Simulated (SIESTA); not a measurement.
Runs of SIESTA 5.4.2 on AlNi3. Symmetry: Pm-3m, No. 221, cubic system. The conventional cell has a = 3.523 Å, b = 3.523 Å, c = 3.523 Å, α = 90.00°, β = 90.00°, γ = 90.00°. Ni (site symmetry 4/mmm) is surrounded by 8 Ni at 2.49 Å and 4 Al at 2.49 Å. Al (site symmetry m-3m) is surrounded by 12 Ni at 2.49 Å. The cell is a database's computed one.

| task | level | potentials or basis | spin | k mesh | gap on the mesh (eV) | pressure (GPa) | moment (μB) |
| --- | --- | --- | --- | --- | --- | --- | --- |
| single point | PBEsol | PseudoDojo 0.4 standard (PBEsol files), DZP (energy shift 0.003 Ry; two zetas on semicore shells) | collinear, ferromagnetic start | 8 × 8 × 8 | none | -2.0 | 0.64 |
| single point | PBEsol | PseudoDojo 0.4 standard (PBEsol files), DZP (energy shift 0.003 Ry; two zetas on semicore shells) | collinear, antiferromagnetic start | 8 × 8 × 8 | none | -2.0 | 0.64 |
| single point | PBEsol | PseudoDojo 0.4 standard (PBEsol files), DZP (energy shift 0.003 Ry; two zetas on semicore shells) | collinear, zero start | 8 × 8 × 8 | none | -2.2 | (a) |
| single point | PBEsol | PseudoDojo 0.4 standard (PBEsol files), DZP (energy shift 0.003 Ry; two zetas on semicore shells) | collinear, fm_larger start | 8 × 8 × 8 | none | -2.0 | 0.64 |

Alike in all rows: cell as given; smearing fermi-dirac 0.05 eV; grid cutoff 800 Ry; energy shift 0.003 Ry.

Question: Fill in the values left out.

Answer: (a) 0.00.

Caveats: short orbitals over semicore shells can move pressures by several GPa; the basis of atomic orbitals isn't converged, which shifts pressures, moduli and gaps.

A gap of «none» marks a metal or a gap under the smearing width.

Runs at the PBE level aren't shown here.
